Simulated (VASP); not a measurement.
# Bi2Se3 (Paraguanajuatite) (R-3m) in VASP: notebook

The runs below take Bi2Se3 (Paraguanajuatite) through single point, with PBE.

Everything below comes from runs of VASP 6.6.1. Logs are shortened: lines on timing, memory, paths and dates and some standing lists are left out, and cuts for length are marked.

## (1) The crystal as given

The structure is trigonal, space group R-3m (No. 166). Conventional cell: a = 4.190 Å, b = 4.190 Å, c = 31.301 Å, α = 90.00°, β = 90.00°, γ = 120.00°. Around Bi (site symmetry 3m) lie 6 Se at 2.88 to 3.11 Å. Se (site symmetry -3m) is surrounded by 6 Bi at 3.11 Å. Se (site symmetry 3m) is surrounded by 3 Bi at 2.88 Å.

## (2) Single point, PBE

The input, INCAR:

```
PREC = Accurate
ENCUT = 520
EDIFF = 1E-6
ISMEAR = 0
SIGMA = 0.02
LREAL = F
LASPH = T
NELM = 100
ALGO = Fast
ISIF = 2
LWAVE = F
LCHARG = T
GGA = PE
LELF = T
LVHAR = T
NBANDS = 32
```

The input, KPOINTS:

```
regular mesh
0
Gamma
  9 9 9
```

The input, POSCAR:

```
Bi2Se3
1.0
    2.0952101477      1.2096701428     10.4336290300
   -2.0952101477      1.2096701428     10.4336290300
    0.0000000000     -2.4193402856     10.4336290300
Bi Se
2 3
Direct
    0.3956391885      0.3956391885      0.3956391885
    0.6043608115      0.6043608115      0.6043608115
    0.0000000000      0.0000000000      0.0000000000
    0.2211432112      0.2211432112      0.2211432112
    0.7788567888      0.7788567888      0.7788567888
```

Potentials or basis: VASP PAW PBE potentials, release 64 (Bi_d, Se).

Command:

```console
$ cat potpaw_PBE.64/Bi_d/POTCAR potpaw_PBE.64/Se/POTCAR > POTCAR
$ mpirun -np 1 vasp_std > vasp.out
```

OUTCAR:

```text
PREC = Accurate
   ENCUT = 520
   EDIFF = 1E-6
   ISMEAR = 0
   LREAL = F
   LASPH = T
   NELM = 100
   ISIF = 2
   GGA = PE

 ion  position               nearest neighbor table
   1  0.396  0.396  0.396-   5 2.88   5 2.88   5 2.88   3 3.11   3 3.11   3 3.11
   2  0.604  0.604  0.604-   4 2.88   4 2.88   4 2.88   3 3.11   3 3.11   3 3.11
   3  0.000  0.000  0.000-   2 3.11   2 3.11   1 3.11   1 3.11   2 3.11   1 3.11
   4  0.221  0.221  0.221-   2 2.88   2 2.88   2 2.88
   5  0.779  0.779  0.779-   1 2.88   1 2.88   1 2.88

  LATTYP: Found a trigonal (rhomboedric) cell.
 ALAT       =    10.7104538724
 COS(alpha) =     0.9234633546

  Lattice vectors:

 A1 = (   2.0952101477,   1.2096701428,  10.4336290300)
 A2 = (  -2.0952101477,   1.2096701428,  10.4336290300)
 A3 = (   0.0000000000,  -2.4193402856,  10.4336290300)

Analysis of symmetry for initial positions (statically):
=====================================================================
 Subroutine PRICEL returns:
 Original cell was already a primitive cell.

 Routine SETGRP: Setting up the symmetry group for a
 trigonal (rhombohedral) supercell.

 Subroutine GETGRP returns: Found 12 space group operations
 (whereof 12 operations were pure point group operations)
 out of a pool of 12 trial point group operations.

The static configuration has the point symmetry D_3d.

Analysis of symmetry for dynamics (positions and initial velocities):
=====================================================================
 Subroutine PRICEL returns:
 Original cell was already a primitive cell.

 Routine SETGRP: Setting up the symmetry group for a
 trigonal (rhombohedral) supercell.

 Subroutine GETGRP returns: Found 12 space group operations
 (whereof 12 operations were pure point group operations)
 out of a pool of 12 trial point group operations.

The dynamic configuration has the point symmetry D_3d.

 Subroutine INISYM returns: Found 12 space group operations
 (whereof 12 operations are pure point group operations),
 and found     1 'primitive' translations

----------------------------------------------------------------------------------------

                                     Primitive cell

  volume of cell :     158.6650

  direct lattice vectors                    reciprocal lattice vectors
     2.095210148  1.209670143 10.433629030     0.238639547  0.137778607  0.031947976
    -2.095210148  1.209670143 10.433629030    -0.238639547  0.137778607  0.031947976
     0.000000000 -2.419340286 10.433629030     0.000000000 -0.275557213  0.031947976

  length of vectors
    10.710453872 10.710453872 10.710453872     0.277403048  0.277403048  0.277403048

  position of ions in fractional coordinates (direct lattice)
     0.395639188  0.395639188  0.395639188
     0.604360812  0.604360812  0.604360812
     0.000000000  0.000000000  0.000000000
     0.221143211  0.221143211  0.221143211
     0.778856789  0.778856789  0.778856789

  ion indices of the primitive-cell ions
   primitive index   ion index
                 1           1
                 2           2
                 3           3
                 4           4
                 5           5

----------------------------------------------------------------------------------------

 KPOINTS: regular mesh

Automatic generation of k-mesh.
 Grid dimensions read from file:
 generate k-points for:    9    9    9

 Generating k-lattice:

  Cartesian coordinates                     Fractional coordinates (reciprocal lattice)
     0.026515505  0.015308734  0.003549775     0.111111111  0.000000000  0.000000000
    -0.026515505  0.015308734  0.003549775     0.000000000  0.111111111  0.000000000
     0.000000000 -0.030617468  0.003549775     0.000000000  0.000000000  0.111111111

  Length of vectors
     0.030822561  0.030822561  0.030822561

  Shift w.r.t. Gamma in fractional coordinates (k-lattice)
     0.000000000  0.000000000  0.000000000

 Subroutine IBZKPT returns following result:
 ===========================================

 Found     85 irreducible k-points:

 Following reciprocal coordinates:
            Coordinates               Weight
  0.000000  0.000000  0.000000      1.000000
  0.111111  0.000000  0.000000      6.000000
  0.222222  0.000000  0.000000      6.000000
  0.333333  0.000000 -0.000000      6.000000
  0.444444  0.000000  0.000000      6.000000
  0.111111  0.111111  0.000000      6.000000
[... 16 lines left out ...]
 -0.333333  0.333333  0.000000      6.000000
  0.444444  0.444444  0.000000      6.000000
 [... further k-points ...]
   k-points           NKPTS =     85   k-points in BZ     NKDIM =     85   number of bands    NBANDS=     32
   number of dos      NEDOS =    301   number of ions     NIONS =      5
   total plane-waves  NPLWV = 512000
   dimension x,y,z NGX =    80 NGY =   80 NGZ =   80
   dimension x,y,z NGXF=   160 NGYF=  160 NGZF=  160
   ions per type =               2   3
   NGX,Y,Z   is equivalent  to a cutoff of  12.42, 12.42, 12.42 a.u.
   NGXF,Y,Z  is equivalent  to a cutoff of  24.83, 24.83, 24.83 a.u.
 SYSTEM =  unknown system
   PREC   = accura    normal or accurate (medium, high low for compatibility)
   ISTART =      0    job   : 0-new  1-cont  2-samecut
   ICHARG =      2    charge: 1-file 2-atom 10-const
   ISPIN  =      1    spin polarized calculation?
   LNONCOLLINEAR =      F non collinear calculations
   LSORBIT =      F    spin-orbit coupling
   LASPH  =      T    aspherical Exc in radial PAW
   ENCUT  =  520.0 eV  38.22 Ry    6.18 a.u.  19.91 19.91 19.91*2*pi/ulx,y,z
   NELM   =    100;   NELMIN=  2; NELMDL= -5     # of ELM steps
   EDIFF  = 0.1E-05   stopping-criterion for ELM
   LREAL  =      F    real-space projection
   EDIFFG = 0.1E-04   stopping-criterion for IOM
   NSW    =      0    number of steps for IOM
   IBRION =     -1    ionic relax: 0-MD 1-quasi-New 2-CG
   NFREE  =      0    steps in history (QN), initial steepest desc. (CG)
   ISIF   =      2    stress and relaxation
   ISYM   =      2    0-nonsym 1-usesym 2-fastsym
   POTIM  = 0.5000    time-step for ionic-motion
   TEBEG  =    0.0;   TEEND  =   0.0 temperature during run
   PSTRESS=    0.0 pullay stress
   NELECT =      48.0000    total number of electrons
   NUPDOWN=      -1.0000    fix difference up-down
   EMIN   =  10.00;   EMAX   =-10.00  energy-range for DOS
   EFERMI =   0.00;   METHOD = LEGACY
   ISMEAR =     0;   SIGMA  =   0.02  broadening in eV -4-tet -1-fermi 0-gaus
   EFERMI_NEDOS =   21; number of points for ismear=-14 and -15
   IALGO  =     68    algorithm
   IMIX   =      4    mixing-type and parameters
     AMIX     =   0.40;   BMIX     =  1.00
     AMIX_MAG =   1.60;   BMIX_MAG =  1.00
  volume/ion in A,a.u.               =      31.73       214.14
  Fermi-wavevector in a.u.,A,eV,Ry     =   1.098993  2.076795 16.432915  1.207785
  Thomas-Fermi vector in A             =   2.235380
   LORBIT       =      0    0 simple, 1 ext, 2 COOP (PROOUT), +10 PAW based schemes
   GGA     = PE    functional components
   LHFCALC =     F    Hartree Fock is set to
   AEXX    =    0.0000 exact exchange contribution
   IVDW    =     0    specifies the selected vdW correction
   LEPSILON=     F    determine dielectric tensor
   LRPA    =     F    only Hartree local field effects (RPA)
 non-spin polarized calculation
 RMM-DIIS sequential band-by-band and
 Gauss-broadening in eV      SIGMA  =   0.02
  energy-cutoff  :      520.00
  volume of cell :      158.67
 maximum number of plane-waves:      4293
   NGX = 39   NGY = 39   NGZ = 39

 number of electron      47.9999996 magnetization

 Free energy of the ion-electron system (eV)
  ---------------------------------------------------
  ext. energy  EPLUGINS =         0.00000000
  ---------------------------------------------------
  free energy    TOTEN  =       -20.23856295 eV

  energy without entropy =      -20.23856295  energy(sigma->0) =      -20.23856295

 E-fermi :   3.4789     XC(G=0):  -8.8743

 val. band max:        3.3551079014   @ k =  -0.4444   0.3333   0.3333
 cond. band min:       4.0554596438   @ k =   0.0000   0.0000   0.0000
 fundamental gap:      0.7003517424
 Fermi energy:         3.4789475735

 k-point     1 :       0.0000    0.0000    0.0000
  band No.  band energies     occupation
      1     -19.2993      2.00000
      2     -19.2993      2.00000
      3     -19.2980      2.00000
      4     -19.2980      2.00000
      5     -19.2948      2.00000
      6     -19.2927      2.00000
[... 24 lines left out ...]
     31       9.7273      0.00000
     32      10.1623      0.00000

 k-point     2 :       0.1111    0.0000    0.0000
  band No.  band energies     occupation
      1     -19.3006      2.00000
      2     -19.2991      2.00000
      3     -19.2966      2.00000
      4     -19.2953      2.00000
      5     -19.2931      2.00000
      6     -19.2911      2.00000
[... 24 lines left out ...]
     31       9.6255      0.00000
     32      10.0986      0.00000

 k-point     3 :       0.2222    0.0000    0.0000
  band No.  band energies     occupation
      1     -19.3048      2.00000
      2     -19.3026      2.00000
      3     -19.2909      2.00000
      4     -19.2905      2.00000
      5     -19.2891      2.00000
      6     -19.2876      2.00000
[... 24 lines left out ...]
     31       8.7883      0.00000
     32      10.0702      0.00000

 k-point     4 :       0.3333    0.0000   -0.0000
  band No.  band energies     occupation
      1     -19.3104      2.00000
      2     -19.3073      2.00000
      3     -19.2941      2.00000
      4     -19.2899      2.00000
      5     -19.2880      2.00000
      6     -19.2851      2.00000
[... 654 lines left out ...]
     31       9.0795      0.00000
     32      10.6676      0.00000

 k-point    23 :      -0.3333    0.3333    0.0000
  band No.  band energies     occupation
      1     -19.3023      2.00000
      2     -19.3023      2.00000
      3     -19.2987      2.00000
      4     -19.2903      2.00000
      5     -19.2847      2.00000
      6     -19.2847      2.00000
[... 24 lines left out ...]
     31      10.1077      0.00000
     32      10.7725      0.00000

 k-point    24 :       0.4444    0.4444    0.0000
  band No.  band energies     occupation
      1     -19.3145      2.00000
      2     -19.3107      2.00000
      3     -19.2962      2.00000
      4     -19.2919      2.00000
      5     -19.2886      2.00000
      6     -19.2845      2.00000
[... 24 lines left out ...]
     31       8.5271      0.00000
     32      10.2910      0.00000

 [... further k-points ...]

------------------------ aborting loop because EDIFF is reached ----------------------------------------

  FORCE on cell =-STRESS in cart. coord.  units (eV):
  Direction    XX          YY          ZZ          XY          YZ          ZX
  --------------------------------------------------------------------------------------
  -------------------------------------------------------------------------------------
  Total        0.0153121      0.0153121      0.0415143      0.0000000      0.0000000      0.0000000
  in kB        0.1546198      0.1546198      0.4192061      0.0000000      0.0000000      0.0000000
  external PRESSURE =       0.2428153 kB  Pullay stress =       0.0000000 kB

 VOLUME and BASIS-vectors are now :
 -----------------------------------------------------------------------------
  energy-cutoff  :      520.00
  volume of cell :      158.67
      direct lattice vectors                 reciprocal lattice vectors
     2.095210148  1.209670143 10.433629030     0.238639547  0.137778607  0.031947976
    -2.095210148  1.209670143 10.433629030    -0.238639547  0.137778607  0.031947976
     0.000000000 -2.419340286 10.433629030     0.000000000 -0.275557213  0.031947976

 POSITION                                       TOTAL-FORCE (eV/Angst)
 -----------------------------------------------------------------------------------
      0.00000      0.00000     12.38386         0.000000      0.000000     -0.010162
      0.00000      0.00000     18.91703         0.000000      0.000000      0.010162
      0.00000      0.00000      0.00000         0.000000     -0.000000      0.000000
      0.00000      0.00000      6.92198         0.000000     -0.000000     -0.012935
      0.00000      0.00000     24.37891         0.000000     -0.000000      0.012935
 -----------------------------------------------------------------------------------
    total drift:                                0.000000      0.000000      0.000000

  FREE ENERGIE OF THE ION-ELECTRON SYSTEM (eV)
  ---------------------------------------------------
  free  energy   TOTEN  =       -20.2385629544 eV

  energy  without entropy=      -20.2385629544  energy(sigma->0) =      -20.23856295
```

Run time: 30 min. Hardware: 1 thread of Intel Xeon 6975P-C (Granite Rapids), shared host; peak memory 1.2 GiB.

What came out:

```
Free energy            : -20.2386 eV
Pressure               : 0.0 GPa
Largest force          : 0.013 eV/Å
Band gap on the k mesh : 0.70 eV, indirect (least direct gap 0.71 eV)
```

Forces on the atoms (eV/Å):
```
Bi   0.000  0.000 -0.010
Bi   0.000  0.000  0.010
Se   0.000  0.000  0.000
Se   0.000  0.000 -0.013
Se   0.000  0.000  0.013
```

Caveat: spin-orbit coupling is left out, which as a rule narrows the gap of such compounds by several tenths of an eV; an odd mesh through Γ misses points on the zone boundary, where band edges often lie.

## (3) Single point, PBE

The input, INCAR:

```
ALGO = Fast
EDIFF = 1E-7
ENCUT = 520
GGA = PE
ISIF = 2
ISMEAR = 0
LASPH = True
LCHARG = False
LREAL = False
LWAVE = False
NBANDS = 32
NELM = 100
PREC = Accurate
SIGMA = 0.02
```

The input, KPOINTS:

```
k-points
0
Gamma
  9 9 9
```

POSCAR is that of step 2.

Potentials or basis: VASP PAW PBE potentials, release 64 (Bi_d, Se).

Command:

```console
$ cat potpaw_PBE.64/Bi_d/POTCAR potpaw_PBE.64/Se/POTCAR > POTCAR
$ mpirun -np 1 vasp_std > vasp.out
```

OUTCAR:

```text
EDIFF = 1E-7
   ENCUT = 520
   GGA = PE
   ISIF = 2
   ISMEAR = 0
   LASPH = True
   LREAL = False
   NELM = 100
   PREC = Accurate

 ion  position               nearest neighbor table
   1  0.396  0.396  0.396-   5 2.88   5 2.88   5 2.88   3 3.11   3 3.11   3 3.11
   2  0.604  0.604  0.604-   4 2.88   4 2.88   4 2.88   3 3.11   3 3.11   3 3.11
   3  0.000  0.000  0.000-   2 3.11   2 3.11   1 3.11   1 3.11   2 3.11   1 3.11
   4  0.221  0.221  0.221-   2 2.88   2 2.88   2 2.88
   5  0.779  0.779  0.779-   1 2.88   1 2.88   1 2.88

  LATTYP: Found a trigonal (rhomboedric) cell.
 ALAT       =    10.7104538724
 COS(alpha) =     0.9234633546

  Lattice vectors:

 A1 = (   2.0952101477,   1.2096701428,  10.4336290300)
 A2 = (  -2.0952101477,   1.2096701428,  10.4336290300)
 A3 = (   0.0000000000,  -2.4193402856,  10.4336290300)

Analysis of symmetry for initial positions (statically):
=====================================================================
 Subroutine PRICEL returns:
 Original cell was already a primitive cell.

[... 177 lines left out ...]
 E-fermi :   3.4783     XC(G=0):  -8.8744

 val. band max:        3.3551395563   @ k =  -0.4444   0.3333   0.3333
 cond. band min:       4.0554701317   @ k =   0.0000   0.0000   0.0000
 fundamental gap:      0.7003305753
 Fermi energy:         3.4782946878

 k-point     1 :       0.0000    0.0000    0.0000
  band No.  band energies     occupation
      1     -19.2994      2.00000
      2     -19.2994      2.00000
      3     -19.2981      2.00000
      4     -19.2981      2.00000
      5     -19.2949      2.00000
      6     -19.2928      2.00000
[... 829 lines left out ...]
     31       8.5272      0.00000
     32      10.2908      0.00000

 [... further k-points ...]

------------------------ aborting loop because EDIFF is reached ----------------------------------------

  FORCE on cell =-STRESS in cart. coord.  units (eV):
  Direction    XX          YY          ZZ          XY          YZ          ZX
  --------------------------------------------------------------------------------------
  -------------------------------------------------------------------------------------
  Total        0.0118548      0.0118548      0.0382813      0.0000000     -0.0000000      0.0000000
  in kB        0.1197084      0.1197084      0.3865589      0.0000000     -0.0000000      0.0000000
  external PRESSURE =       0.2086586 kB  Pullay stress =       0.0000000 kB

 VOLUME and BASIS-vectors are now :
 -----------------------------------------------------------------------------
  energy-cutoff  :      520.00
  volume of cell :      158.67
      direct lattice vectors                 reciprocal lattice vectors
     2.095210148  1.209670143 10.433629030     0.238639547  0.137778607  0.031947976
    -2.095210148  1.209670143 10.433629030    -0.238639547  0.137778607  0.031947976
     0.000000000 -2.419340286 10.433629030     0.000000000 -0.275557213  0.031947976

 POSITION                                       TOTAL-FORCE (eV/Angst)
 -----------------------------------------------------------------------------------
      0.00000      0.00000     12.38386         0.000000     -0.000000     -0.009880
      0.00000      0.00000     18.91703         0.000000      0.000000      0.009880
      0.00000      0.00000      0.00000         0.000000      0.000000     -0.000000
      0.00000      0.00000      6.92198         0.000000     -0.000000     -0.013080
      0.00000      0.00000     24.37891         0.000000     -0.000000      0.013080
 -----------------------------------------------------------------------------------
    total drift:                                0.000000     -0.000000      0.000000

  FREE ENERGIE OF THE ION-ELECTRON SYSTEM (eV)
  ---------------------------------------------------
  free  energy   TOTEN  =       -20.2385633626 eV

  energy  without entropy=      -20.2385633626  energy(sigma->0) =      -20.23856336
```

OSZICAR:

```text
N       E                     dE             d eps       ncg     rms          rms(c)
DAV:   1     0.459481563768E+03    0.45948E+03   -0.22638E+04  5440   0.151E+03
DAV:   2     0.331996871536E+02   -0.42628E+03   -0.40883E+03  5616   0.394E+02
DAV:   3    -0.189329921455E+02   -0.52133E+02   -0.49524E+02  7256   0.147E+02
DAV:   4    -0.210461473215E+02   -0.21132E+01   -0.21047E+01  6000   0.314E+01
DAV:   5    -0.211216032091E+02   -0.75456E-01   -0.75445E-01  7968   0.611E+00    0.501E+00
RMM:   6    -0.202303231849E+02    0.89128E+00   -0.13411E+00  6379   0.496E+00    0.287E+00
RMM:   7    -0.202321657417E+02   -0.18426E-02   -0.33872E-01  7362   0.266E+00    0.169E+00
RMM:   8    -0.202358158597E+02   -0.36501E-02   -0.36662E-02  7297   0.146E+00    0.479E-01
RMM:   9    -0.202381417152E+02   -0.23259E-02   -0.15159E-02  7512   0.758E-01    0.123E-01
RMM:  10    -0.202384555636E+02   -0.31385E-03   -0.28888E-03  7856   0.379E-01    0.559E-02
RMM:  11    -0.202385486967E+02   -0.93133E-04   -0.83729E-04  7009   0.211E-01    0.346E-02
RMM:  12    -0.202385604319E+02   -0.11735E-04   -0.23129E-04  8821   0.102E-01    0.106E-02
RMM:  13    -0.202385626013E+02   -0.21694E-05   -0.36346E-05  8984   0.366E-02    0.301E-03
RMM:  14    -0.202385629986E+02   -0.39735E-06   -0.63422E-06  8578   0.143E-02    0.953E-04
RMM:  15    -0.202385632872E+02   -0.28856E-06   -0.12111E-06  7192   0.684E-03    0.486E-04
RMM:  16    -0.202385633626E+02   -0.75418E-07   -0.25081E-07  4053   0.339E-03
   1 F= -.20238563E+02 E0= -.20238563E+02  d E =-.316973E-20
```

It took 24 min on 1 thread of Intel Xeon 6975P-C (Granite Rapids), shared host; peak memory 1.2 GiB.

Results:

```
Free energy            : -20.2386 eV
Pressure               : 0.0 GPa
Largest force          : 0.013 eV/Å
Band gap on the k mesh : 0.70 eV, indirect (least direct gap 0.71 eV)
```

Forces on the atoms (eV/Å):
```
Bi   0.000  0.000 -0.010
Bi   0.000  0.000  0.010
Se   0.000  0.000  0.000
Se   0.000  0.000 -0.013
Se   0.000  0.000  0.013
```

Caveat: spin-orbit coupling is left out, which as a rule narrows the gap of such compounds by several tenths of an eV; an odd mesh through Γ misses points on the zone boundary, where band edges often lie.
